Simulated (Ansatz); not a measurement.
# Bare YSe nanowire along [001] (64 atoms): support functions against a reference

Wanted: errors and times of a linear-scaling basis for bare YSe nanowire along [001] (64 atoms). A setting counts as converged where the r.m.s. difference of forces stays under 1 % of the r.m.s. force.

Calculated with Ansatz 0.2.0; Kohn-Sham DFT, PBE, PAW (set soft_2, large core), plane waves.

### Step 1. The structure

The cell holds 64 atoms: 32 Y and 32 Se. Cell: a = 17.555 Å, b = 17.555 Å, c = 11.406 Å, α = 90.0°, β = 90.0°, γ = 90.0°. It derives from YSe (rock-salt). Square section of size parameter 4.53 Å cut from rock-salt YSe (a = 5.703 Å) along [001], 2 periods, 9 Å of vacuum; not relaxed, displaced by a Gaussian of 0.02 Å. Vacuum lies along a and b. The structure repeats along c.

Structure file:

```xyz
64
Lattice="17.5545 0.0000 0.0000 0.0000 17.5545 0.0000 0.0000 0.0000 11.4060" Properties=species:S:1:pos:R:3
Y     4.5004    4.5078   11.3760
Se    4.5145    4.5129    2.8388
Y     4.5124    4.5096    5.7477
Se    4.4894    4.5010    8.5642
Se    4.4996    7.3531    0.0184
Y     4.5122   10.1946   11.3989
Y     4.5194    7.3511    2.8662
Se    4.5127   10.2320    2.8792
Se    4.5029    7.3799    5.7288
Y     4.4743   10.1709    5.6970
Y     4.4574    7.3104    8.5402
Se    4.5438   10.2030    8.5637
Se    4.4545   13.0325   11.4005
Y     4.4859   13.0849    2.8337
Se    4.4750   13.0481    5.7006
Y     4.5422   13.0326    8.5532
Y    10.2000    4.4864    0.0011
Se    7.3550    4.4925   11.3963
Y     7.3287    4.5112    2.8741
Se   10.2102    4.4910    2.7812
Y    10.2362    4.5162    5.6845
Se    7.3520    4.5090    5.7208
Y     7.3474    4.4957    8.5588
Se   10.1916    4.4996    8.5431
Y     7.3843    7.3913    0.0275
Se   10.1918    7.3402   11.4035
Y    10.1892   10.2048    0.0190
Se    7.3885   10.2248   11.3687
Y    10.2141    7.3548    2.8413
Se    7.3408    7.3738    2.8048
Y     7.3634   10.2048    2.8660
Se   10.2230   10.1995    2.8238
Y     7.3357    7.3659    5.6745
Se   10.2269    7.3732    5.7257
Y    10.1867   10.1944    5.6991
Se    7.3501   10.1935    5.7048
Y    10.2222    7.3724    8.5577
Se    7.3704    7.4115    8.5553
Y     7.3283   10.2229    8.5720
Se   10.2127   10.2078    8.5621
Y     7.3388   13.0542    0.0076
Se   10.2108   13.0581    0.0026
Y    10.1856   13.0744    2.8071
Se    7.3571   13.0556    2.8266
Y     7.3490   13.0763    5.7374
Se   10.1748   13.0535    5.7468
Y    10.2109   13.0463    8.5717
Se    7.3739   13.0525    8.5299
Se   13.0261    4.4624    0.0140
Y    13.0381    4.4950    2.8376
Se   13.0444    4.5138    5.7176
Y    13.0569    4.5219    8.5715
Y    13.0825    7.3348   11.3860
Se   13.0469   10.2359   11.3874
Se   13.0453    7.3406    2.8935
Y    13.0799   10.2086    2.8444
Y    13.0477    7.3599    5.7163
Se   13.0542   10.2234    5.6886
Se   13.0419    7.4026    8.5684
Y    13.0651   10.1978    8.5702
Y    13.0716   13.0440    0.0078
Se   13.0518   13.0744    2.8752
Y    13.0534   13.0488    5.7085
Se   13.0196   13.0746    8.5422
```

Before any run, some limits are plain. Beside vacuum, support functions can miss their usual error bounds without a warning. The Brillouin zone is sampled at Γ only, in a cell whose periodic width is 11 Å.

### Step 2. Plane-wave single point

This run is the reference for what follows, at a cutoff of 420 eV.

Contents of input.yaml:

```yaml
crystal:
  lattice:
    - [17.5545, 0.0, 0.0]
    - [0.0, 17.5545, 0.0]
    - [0.0, 0.0, 11.406]
  atoms:
    - { symbol: "Y", position: [0.25637, 0.25679, 0.99737] }
    - { symbol: Se, position: [0.25717, 0.25708, 0.24889] }
    - { symbol: "Y", position: [0.25705, 0.25689, 0.50392] }
    - { symbol: Se, position: [0.25574, 0.2564, 0.75085] }
    [... 54 atom lines left out ...]
    - { symbol: Se, position: [0.74294, 0.42169, 0.75122] }
    - { symbol: "Y", position: [0.74426, 0.58092, 0.75138] }
    - { symbol: "Y", position: [0.74463, 0.74306, 0.00068] }
    - { symbol: Se, position: [0.7435, 0.74479, 0.25208] }
    - { symbol: "Y", position: [0.74359, 0.74333, 0.50048] }
    - { symbol: Se, position: [0.74167, 0.7448, 0.74892] }
kpoints:
  mp_grid: { grid: [1, 1, 1] }
hamiltonian:
  xc: pbe
  pseudopotentials: { kind: paw, core: large }
scf:
  occupations: { method: fermi_dirac, width: 0.025 }
output:
  forces: true
  populations: true
  dos:
    method: { smearing: { sigma: 0.15 } }
    de: 0.1
    projected: { site_lists: { Se: [Se], "Y": ["Y"] } }
  eigenvalues: true
  write_density: true
  write_potential: true
  volumetric_format: npy
  elf: true
```

Run with:

```console
> ansatz run input.yaml --threads 4 --pin off --max-ram 8192MiB --backend cpu --events-out ev --progress --plain --runs-dir out
```

Numbers of over 12 decimals in the logs are rounded to 6 here.

Output:

```text
Engine: ansatz 0.2.0, aarch64-unknown-linux-gnu
Pseudopotentials: kind: paw
Pseudopotential: Y, paw, valence charge 11, recommended cutoff 420 eV (normal), Y.paw.azcp
Pseudopotential: Se, paw, valence charge 6, recommended cutoff 420 eV (normal), Se.paw.azcp#standard-large-core
Functional definition: PBE
  parameter kappa = 0.804
  parameter beta = 0.066725
  exchange = pbe_x(kappa = kappa, mu = beta*pi^2/3)
  correlation = pbe_c(beta = beta)
Crystal: 64 atoms, lattice volume = 3514.878 Å³
Basis set: ecut = 420 eV, 68619 PW (Γ), exchange–correlation on 240×240×160 points (8 copies of the dense FFT grid, shifted against one another)
Bands: 336, of which v1, the nominal top of the filled ones, is band 272 counted from 1 (271 counted from 0)
Symmetry: 1 space group operations
Space group: P1 (ITA 1), of the structure as read, at distance tolerance 1.5e-4 Å
k-points: 1
Non-local potential: Y, projectors of the file, l = 0: 3, l = 1: 2, l = 2: 2, l = 3: 1
Non-local potential: Se, projectors of the file, l = 0: 2, l = 1: 2, l = 2: 2
PAW form: soft (Blöchl's): semilocal exchange-correlation on the pseudo side does not see the compensation charge
PAW one-centre angular grid: Y, 590 points (default); XC on 64 Gauss nodes
PAW one-centre angular grid: Se, 110 points (default); XC on 64 Gauss nodes
Initial density: superposition of atomic densities (neutral atoms: chi_scale 0, normalization atom)
Initial wavefunctions: pseudopotential atomic-orbital guess
Functional: x = pbe(κ = 0.804, μ = 0.219515), c = pbe(β = 0.066725)
SCF iter   1: F=—  HF=-205772.541966 eV  |F-HF|=—  |Δ(HF+E_count)|=         —  Δρ=2.14e-2  dr2=1.01e2  ethr=3.10e-3  ⟨swp⟩=13.0  Hψ=1779  notcnv=0  defer=2
preconditioner: auto → LDOS  [metal: Δε(μ)=0.025 eV  Ē_g=5.750 eV  σ=0.025 eV  W_gap=0.24  n_scr=470 (ndim 8)  ℏωp=9.4 eV  f_vac=0.428  D(μ)=38.08/eV (n_scr^D=160)  β→1.0]
SCF iter   2: F=—  HF=-205755.161314 eV  |F-HF|=—  |Δ(HF+E_count)|=    1.74e1  Δρ=1.54e-2  dr2=2.76e1  ethr=3.10e-3  ⟨swp⟩=9.0  Hψ=908  notcnv=0  defer=36
SCF iter   3: F=—  HF=-205752.026573 eV  |F-HF|=—  |Δ(HF+E_count)|=    3.13e0  Δρ=4.18e-3  dr2=4.32e0  ethr=3.10e-3  ⟨swp⟩=10.0  Hψ=847  notcnv=0  defer=24
SCF iter   4: F=—  HF=-205751.492845 eV  |F-HF|=—  |Δ(HF+E_count)|=   5.34e-1  Δρ=1.64e-3  dr2=6.41e-1  ethr=7.94e-4  ⟨swp⟩=9.0  Hψ=627  notcnv=0  defer=31
SCF iter   5: F=—  HF=-205751.451957 eV  |F-HF|=—  |Δ(HF+E_count)|=   4.09e-2  Δρ=6.24e-4  dr2=4.48e-2  ethr=1.18e-4  ⟨swp⟩=9.0  Hψ=653  notcnv=0  defer=33
SCF iter   6: F=—  HF=-205751.452293 eV  |F-HF|=—  |Δ(HF+E_count)|=   3.36e-4  Δρ=2.23e-4  dr2=4.76e-3  ethr=8.23e-6  ⟨swp⟩=6.0  Hψ=616  notcnv=0  defer=33
SCF iter   7: F=—  HF=-205751.454236 eV  |F-HF|=—  |Δ(HF+E_count)|=   1.94e-3  Δρ=8.98e-5  dr2=1.18e-3  ethr=8.75e-7  ⟨swp⟩=5.0  Hψ=735  notcnv=0  defer=32
SCF iter   8: F=—  HF=-205751.454346 eV  |F-HF|=—  |Δ(HF+E_count)|=   1.10e-4  Δρ=3.81e-5  dr2=2.20e-4  ethr=2.17e-7  ⟨swp⟩=3.0  Hψ=477  notcnv=0  defer=32
SCF iter   9: F=—  HF=-205751.454397 eV  |F-HF|=—  |Δ(HF+E_count)|=   5.11e-5  Δρ=1.66e-5  dr2=3.90e-5  ethr=4.05e-8  ⟨swp⟩=4.0  Hψ=471  notcnv=0  defer=32
SCF iter  10: F=—  HF=-205751.454017 eV  |F-HF|=—  |Δ(HF+E_count)|=   3.81e-4  Δρ=1.04e-5  dr2=1.67e-5  ethr=7.18e-9  ⟨swp⟩=5.0  Hψ=674  notcnv=0  defer=32
SCF iter  11: F=—  HF=-205751.454017 eV  |F-HF|=—  |Δ(HF+E_count)|=   1.39e-7  Δρ=4.44e-6  dr2=1.91e-6  ethr=3.08e-9  ⟨swp⟩=3.0  Hψ=434  notcnv=0  defer=32
SCF iter  12: F=—  HF=-205751.454017 eV  |F-HF|=—  |Δ(HF+E_count)|=   6.93e-7  Δρ=1.92e-6  dr2=3.41e-7  ethr=3.52e-10  ⟨swp⟩=5.0  Hψ=604  notcnv=0  defer=32
SCF iter  13: F=-205751.454017 eV  HF=-205751.454017 eV  |F-HF|=5.40e-8  |Δ(HF+E_count)|=   3.08e-8  Δρ=9.61e-7  dr2=9.62e-8  ethr=1.84e-11  ⟨swp⟩=46.0  Hψ=4083  notcnv=0
SCF 1 converged in 13 iterations: F = -205751.454017 eV  dr2 = 9.62e-8
  greatest PAW one-centre occupation: 0.993 electrons in one spin orbital (limit 2), on the Y atom at site 38 (counted from 0), in its partial waves of l = 0
WARN: The output density's exchange-correlation potential varies sharply where the density is thin. Do not read a vacuum level from v_tot or v_xc, or from such a field of the output density. On a cell that repeats whose density bears no net charge and no dipole along the vacuum's axis use v_es (v_loc + v_h of the components); [...]
SCF converged after 13 iterations
Free energy (F): -205751.454017 eV
Harris-Foulkes:  -205751.454017 eV  (|F-HF|=5.40e-8)
Internal energy: -205751.306897 eV  (E = F + TS)
E sigma→0 (E₀):  -205751.380457 eV
Entropy (-TS):   -0.147120 eV (-2.299 meV/atom)
Fermi energy:    3.763085 eV
--- Per-component energies (eV) ---
  E_band       = -7165.348808
  E_kinetic    = 13076.125051
  E_local      = -137154.790094  (includes V_loc(G=0)·N_el)
  E_nonlocal   = 3286.390768
  E_hartree    = 62324.038004
  E_xc         = -11700.287631
  E_vxc        = -9060.138207  (∫ρ·V_xc dr)
  E_paw        = -160942.405671  (= ΣΔE_a)
  E_vpaw       = -1961.032076  (= ΣTr[D̂ρ^β])
  E_aug_tail   = 0.000131  (compensation charges beyond the density's cutoff)
  E_ewald      = 25359.622545
  E_smearing   = -0.147120  (= −TS)
  E_closure    = 0.000000  (closes the sum)
  Σ components = -205751.454017   (vs F -205751.454017, Δ=0.00e0)
--- Forces (eV/Å), atoms counted from 1 ---
  atom   1  Y      1.13322439     1.16527794     0.16757344
  atom   2  Se    -0.93023711    -0.87615153     0.14213233
  atom   3  Y      1.05254336     1.22004709    -0.23336656
  atom   4  Se    -0.82102778    -1.00326807    -0.03568347
  atom   5  Se    -0.83886965    -0.35119865    -0.13276869
  atom   6  Y      0.86173225    -0.03967664     0.12304907
  atom   7  Y      0.60857053     0.13594718     0.03987013
  atom   8  Se    -0.95100467     0.18758164    -0.23279240
  atom   9  Se    -1.01698676    -0.64396388    -0.20001863
  atom  10  Y      0.90549181     0.25555222     0.13264520
  atom  11  Y      0.94978704     0.33853322     0.22624283
  atom  12  Se    -1.24531776     0.12095755    -0.06123341
  atom  13  Se    -0.68218716     0.87680203    -0.02840435
  atom  14  Y      1.19310970    -1.12896314     0.08272379
[...]
atom  63  Y     -1.21779302    -1.03201770    -0.00731355
  atom  64  Se     1.04883287     0.75945773     0.13506306
  max |Σ_I F_I| component: 8.11e-5 eV/Å
--- Band table (eV) ---
  k-point 0: bands = ["-40.6038", "-40.5694", "-40.5585", "-40.5305", [... 320 levels ...], "5.1042", "5.1900", "5.2072", "5.2269", "5.2408", "5.2567", "5.2740", "5.2818", "5.2890", "5.3021", "5.3132", "5.3159"]
--- Löwdin populations: 64 sites ---
  site symbol       q [e]
     0      Y     10.4508
     1     Se      6.5093
     2      Y     10.4672
[...]
63     Se      6.5035
  spilling = 0.004728 (of n_electrons = 544.000000)
```

Run time: 57 s. Hardware: 4 threads of Arm Neoverse V2, shared host; peak memory 3.5 GiB; 3.7 min of CPU time.

Reading the cycles: dr2 is the Hartree energy of the density residual (eV), the measure of convergence; HF is the Harris–Foulkes estimate of the energy, which meets the free energy F at convergence.

The program notes that potentials were chosen by core size and the exchange-correlation potential is rough where the density is thin.

The run gave:

```
free energy                             : -205751.4540 eV
free energy per atom                    : -3214.8665 eV/atom
SCF cycles                              : 13
r.m.s. force component                  : 0.5832 eV/Å
longest force                           : 1.675 eV/Å
Fermi energy                            : 3.763 eV
levels partly filled by over 2 per cent : 5
spilling of the projection              : 0.004728
```

The r.m.s. force component of 0.58 eV/Å sets the scale for the differences below.

### Step 3. Support functions low

The cell is solved in localised support functions.

This step: Kohn-Sham DFT, PBE, PAW (set soft_2, large core), localised support functions (low) (Ansatz 0.2.0).

input.yaml, the sections that differ from step 2:

```yaml
scf:
  occupations: { method: fermi_dirac, width: 0.025 }
  eigensolver: { kind: { support_functions: { accuracy: low } } }
  mixing: { beta: 0.4 }
  max_iter: 150
output:
  forces: true
  eigenvalues: true
# crystal, kpoints, hamiltonian: as in step 2
```

Output:

```text
Warning: scf.eigensolver.kind.support_functions: disabling space-group detection — the functions' gradient is summed over unrotated k-points, so no spatial operation reduces the k-mesh or symmetrises the density; time reversal is kept, so that k and −k are solved as one point where they differ and the mesh holds both, and exact exchange and, on two spinor components, a DFT+U term hold to it where the run has them: [...]
settings of this run that can trade accuracy for cost: scf.eigensolver.kind.support_functions; scf.eigensolver.kind.support_functions.accuracy: low [...]
[...]
Crystal: 64 atoms, lattice volume = 3514.878 Å³
Basis set: ecut = 420 eV, 68619 PW (Γ), exchange–correlation on 240×240×160 points (8 copies of the dense FFT grid, shifted against one another)
Bands: 327, of which v1, the nominal top of the filled ones, is band 272 counted from 1 (271 counted from 0)
Symmetry: 1 space group operations
k-points: 1
[...]
SCF iter   1: F=—  HF=-205747.335168 eV  |F-HF|=—  |Δ(HF+E_count)|=         —  Δρ=2.16e-2  dr2=7.60e1  ethr=1.00e-1
[...]
SCF iter  17: F=—  HF=-205751.470163 eV  |F-HF|=—  |Δ(HF+E_count)|=   4.55e-4  Δρ=1.46e-5  dr2=1.89e-5  ethr=7.28e-9  κ⁻¹=3.9e-5(r=7)
SCF iter  18: F=-205751.470623 eV  HF=-205751.470553 eV  |F-HF|=6.98e-5  |Δ(HF+E_count)|=   3.90e-4  Δρ=7.77e-6  dr2=4.60e-6  ethr=3.48e-9
SCF 1 converged in 18 iterations: F = -205751.474574 eV  dr2 = 4.60e-6
[...]
SCF converged after 18 iterations
Stability not checked: this state was not tested for a lower state beside it, because the mixer in use, unlike msr1, does not test its closes by its own steps (another_mixer; see scf.mixing.algorithm and scf.lower_state_search)
Free energy (F): -205751.474574 eV
[...]
Internal energy: -205751.327529 eV  (E = F + TS)
E sigma→0 (E₀):  -205751.401051 eV
Entropy (-TS):   -0.147045 eV (-2.298 meV/atom)
Fermi energy:    3.763726 eV
[...]
Σ components = -205751.474574   (vs F -205751.474574, Δ=0.00e0)
--- Forces (eV/Å), atoms counted from 1 ---
  atom   1  Y      1.13296348     1.16498450     0.16768289
  atom   2  Se    -0.93053497    -0.87651454     0.14211679
  atom   3  Y      1.05238096     1.21980565    -0.23349205
  atom   4  Se    -0.82136230    -1.00363819    -0.03567942
[...]
atom  64  Se     1.04910989     0.75969778     0.13500976
  max |Σ_I F_I| component: 4.38e-4 eV/Å
--- Band table (eV) ---
[...]
```

The job ended after 3.7 min (4 threads; peak memory 5.2 GiB; 14 min of CPU time).

The program notes that the band table was not solved further than the SCF left it and it switched symmetry off. Further notices: vacuum switching off with vacuum.

Keys that differ from the reference: support_functions.accuracy = "low", scf.max_iter = 150 and scf.mixing.beta = 0.4.

Forces differ from the reference by 0.18 meV/Å r.m.s., 0.030 % of their size, well within a tolerance of 1 %; the energy by -0.32 meV/atom. It took 3.7 min and 18 cycles; the reference's time can't be set against it, since the two runs asked for unlike analyses.

### Step 4. Support functions medium, spacing 0.45 Å

The grid spacing sets how fine a wave the support functions can hold.

This step: Kohn-Sham DFT, PBE, PAW (set soft_2, large core), localised support functions (medium) (Ansatz 0.2.0).

input.yaml, the sections that differ from step 3:

```yaml
scf:
  occupations: { method: fermi_dirac, width: 0.025 }
  eigensolver: { kind: { support_functions: { accuracy: medium, spacing: 0.45 } } }
  mixing: { beta: 0.4 }
  max_iter: 150
# crystal, kpoints, hamiltonian, output: as in step 3
```

Output:

```text
[...]
Crystal: 64 atoms, lattice volume = 3514.878 Å³
Basis set: ecut = 420 eV, 68619 PW (Γ), exchange–correlation on 240×240×160 points (8 copies of the dense FFT grid, shifted against one another)
Bands: 327, of which v1, the nominal top of the filled ones, is band 272 counted from 1 (271 counted from 0)
Symmetry: 1 space group operations
k-points: 1
[...]
SCF iter   1: F=—  HF=-205746.138080 eV  |F-HF|=—  |Δ(HF+E_count)|=         —  Δρ=2.51e-2  dr2=7.70e1  ethr=1.00e-1
[...]
SCF iter  19: F=-205755.200621 eV  HF=-205755.200604 eV  |F-HF|=1.68e-5  |Δ(HF+E_count)|=   6.97e-5  Δρ=3.31e-6  dr2=1.27e-6  ethr=9.34e-10
SCF 1 converged in 19 iterations: F = -205755.204215 eV  dr2 = 1.27e-6
[...]
SCF converged after 19 iterations
[...]
Free energy (F): -205755.204215 eV
[...]
Internal energy: -205755.055396 eV  (E = F + TS)
E sigma→0 (E₀):  -205755.129806 eV
Entropy (-TS):   -0.148819 eV (-2.325 meV/atom)
Fermi energy:    3.761067 eV
[...]
--- Forces (eV/Å), atoms counted from 1 ---
  atom   1  Y      1.32969451     1.36118577     0.07202561
  atom   2  Se    -1.02420791    -0.96564990     0.09910208
  atom   3  Y      1.24930402     1.42553238    -0.09625437
  atom   4  Se    -0.93367255    -1.12412960     0.00923258
  atom   5  Se    -1.03438070    -0.44368798    -0.21215048
  atom   6  Y      1.06032940    -0.19831888     0.10902337
  atom   7  Y      0.79385065     0.29159525    -0.00435341
  atom   8  Se    -1.06756169     0.18709162    -0.11056664
  atom   9  Se    -1.20451536    -0.80667899    -0.30433810
  atom  10  Y      1.07100132     0.08453226     0.12279751
  atom  11  Y      1.08348335     0.36927814     0.26719195
  atom  12  Se    -1.30196896     0.13419141    -0.02287213
  atom  13  Se    -0.85078886     1.02616994    -0.00582909
  atom  14  Y      1.37680929    -1.26897178     0.13435648
[...]
atom  63  Y     -1.41948321    -1.22254145     0.01054415
  atom  64  Se     1.11586114     0.86241277     0.09371867
  max |Σ_I F_I| component: 6.34e-1 eV/Å
--- Band table (eV) ---
[...]
```

The job ended after 84 s (4 threads; peak memory 2.6 GiB; 5.5 min of CPU time).

The program notes that the forces don't sum to zero within tolerance and the grid leaves an egg-box force.

Forces differ from the reference by 128 meV/Å r.m.s., 22 % of their size, far over a tolerance of 1 %; the energy by -59 meV/atom. It took 84 s and 19 cycles; the reference's time can't be set against it, since the two runs asked for unlike analyses. The setting is coarser than the default on purpose.

(Part 1 of 2 ends here.)

[Logs are printed without paths, hosts, clocks, repeated set-up lines and the standing remarks that a program may print on its own settings, such as how far it seeks lower states.]

[Hosts, paths, dates, database ids (printed as entryN), source tags and the programs' standing remarks are cut or masked in the printed files.]
